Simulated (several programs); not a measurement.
What each method gives for NaCl (CsCl type)

NaCl, CsCl type, relaxed with r2SCAN in Ansatz, was computed with several methods. Space group Pm-3m (No. 221), cubic; conventional cell a = 3.460 Å, 20.70 Å³ an atom. Na has 8 Cl at 3.00 Å; Cl has 8 Na at 3.00 Å. No spin polarisation. The prototype was imposed, so other structures may be more stable.

```
CELL_PARAMETERS angstrom
3.45955 0.00000 0.00000
0.00000 3.45955 0.00000
0.00000 0.00000 3.45955
ATOMIC_POSITIONS crystal
Na 0.00000 0.00000 0.00000
Cl 0.50000 0.50000 0.50000
```

Gaps and times are for a single point on this cell; volume and bulk modulus come from each method's own relaxation or energy curve at fixed shape. Times are rough, from shared hosts (AMD EPYC 7R43 64-Core Processor; Arm Neoverse V1), and each method has its own mesh and cell size. A star marks a curve whose lowest point is an end point. PM6 (MOPAC), PM7 (MOPAC), GFN1-xTB (tblite), GFN2-xTB (tblite) treat a cluster of cells at its zone centre, which samples few k points: where these miss a band edge, the gap comes out too large for that reason alone. Gaps from k meshes are read at a limited set of points (mesh, symmetry points, PBE's band edges), so each method's own least gap may be somewhat smaller. Force fields have no electrons; where one was fitted to this phase, its volume and modulus reflect the fit. xTB and the PM methods were fitted mostly to molecules, and can miss a solid's gap by electronvolts. Minimal bases can be far off for gaps. Times of the plane-wave rungs are withheld (a dash), since they come from other jobs, hosts and meshes; the meshes of hybrids and Hartree-Fock don't converge their gaps to the digits shown. GLLB-SC's gap includes the derivative discontinuity. G0W0 is at finite bands, cutoff and mesh. d marks a direct gap, i an indirect one (no mark: not told apart), a dash a value that wasn't computed or didn't pass its checks.

```csv
method,kind,gap (eV),own volume (Å³/atom),bulk modulus (GPa),atoms computed,processor time
PBEsol,semilocal,–,20.48,–,2,–
ffield.eim (LAMMPS),force field,–,–,–,2,0.13 s
"light PBE (260 eV, its own mesh)",light plane-wave,4.09 i,–,–,2,0.58 s
LDA,semilocal,3.72 i,19.14,–,2,–
PBE,semilocal,4.10 i,21.56,26,2,–
GFN1-xTB (tblite),tight binding,4.40,19.23,31,cluster,3.4 s
PM7 (MOPAC),semi-empirical,13.55,18.63*,–,cluster,4 s
r2SCAN,semilocal,4.92 i,20.70,29,2,–
PM6 (MOPAC),semi-empirical,10.64,–,–,cluster,4.6 s
GFN2-xTB (tblite),tight binding,4.27,21.53,21,cluster,5.3 s
PBE/SZV (CP2K),small basis,3.31 i,–,–,2,5.7 s
GLLB-SC (GPAW),model potential,8.12,–,–,2,6.3 s
PBE/DZVP (CP2K),small basis,4.05 i,–,–,2,6.7 s
PBE/single zeta (GPAW),small basis,3.90 i,–,–,2,25 s
G0W0@LDA (140 eV screening cutoff),many-body,6.43,–,–,2,–
G0W0@r2SCAN (140 eV screening cutoff),many-body,7.05,–,–,2,–
HSE06,hybrid,5.43 i,21.18,–,2,–
r2SCANh,hybrid,5.60 i,–,–,2,–
PBE0,hybrid,6.15 i,–,–,2,–
DDH-PBE0,hybrid,7.12 i,–,–,2,–
Hartree-Fock,exact exchange,12.65 i,–,–,2,–
G0W0@HSE06 (140 eV screening cutoff),many-body,7.25,–,–,2,–
G0W0@PBE (220 eV screening cutoff),many-body,6.71,–,–,2,–
```

Against HSE06 (5.43 eV) the nearest gap at the points sampled is that of r2SCANh (+0.17 eV) and the farthest that of PM7 (MOPAC) (+8.12 eV). HSE06 is only a yardstick of convenience: for gaps this wide it usually falls short of measured ones, so a larger value can be the better one.

Volumes against r2SCAN's: PBEsol -1.1 %, LDA -7.5 %, PBE +4.1 %, GFN1-xTB (tblite) -7.1 %, GFN2-xTB (tblite) +4.0 %, HSE06 +2.3 %.
